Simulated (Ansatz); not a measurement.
**CdTe (F-43m): a vacancy on Cd**

An exercise on one series of results from a longer session: the logs are not shown, and one member is left open.

Program: Ansatz 0.2.0. Level of theory: DFT PBEsol, scalar-relativistic, plane waves, PAW. These are calculated values, not measurements.

4 further runs of the same task are left out: 4 set aside as unsound or not needed.

### The structure to begin with

The cell holds 31 atoms (Cd15Te16): a = 11.243 Å, b = 11.243 Å, c = 11.243 Å, α = 109.47°, β = 109.47°, γ = 109.47°.

The coordinates of this cell stand in the input of its own run.

The host was relaxed before at PBEsol: a = 6.491 Å, b = 6.491 Å, c = 6.491 Å, α = 90.00°, β = 90.00°, γ = 90.00° (conventional cell), 34.187 Å³/atom.

Places, in fractions of the supercell: a vacancy on Cd at (0.000, 0.250, 0.750). Its neighbours start displaced at random, with a spread of 0.03 Å in each coordinate.

The first run:

Input file input.yaml:

```yaml
crystal:
  lattice:
    - [0.0, 3.2455445498, 3.2455445498]
    - [3.2455445498, 0.0, 3.2455445498]
    - [3.2455445498, 3.2455445498, 0.0]
  atoms:
    - { symbol: Cd, position: [0.0, 0.0, 0.0] }
    - { symbol: Te, position: [0.25, 0.25, 0.25] }
basis:
  ecutwfc: 420
  xc_grid: 2
kpoints:
  mp_grid: { grid: [8, 8, 8] }
  band_path: { path: [VBM, CBM], npoints: 2 }
hamiltonian:
  xc: pbesol
scf:
  occupations: { method: gaussian, width: 0.02 }
output:
  forces: true
  stress: true
  eigenvalues: true
```

Started as:

```bash
$ ansatz run input.yaml --threads 8 --pin off --max-ram 16384MiB --backend cpu --events-out ev --progress --plain --runs-dir out
```

Steps of the session up to this table: Band edges of the host over the zone; The perfect crystal in the supercell of 32 atoms; Charge 0, atoms relaxed; More of the same log: V_Cd, charge +0, atoms relaxed at the host's cell; Charge -1, atoms relaxed; More of the same log: V_Cd, charge -1, atoms relaxed at the host's cell; Charge -2, atoms relaxed.

One of the session's tables, all rows but one given; the rest of the session is left out.

It belongs to the step «The neighbours». 

```
      state  cell moment (μB)
ideal sites              0.00
   charge 0              2.00
  charge -1                 ?
  charge -2              0.00
```

**Question.** Estimate the row for charge -1.

**Answer.** cell moment (μB): 1.00. In the column «cell moment (μB)» it lies between charge -2 (0.00) and charge 0 (2.00).

Caveats from the session: The program doubts the potential alignment. Warnings in the runs' records: seeded moment not kept.
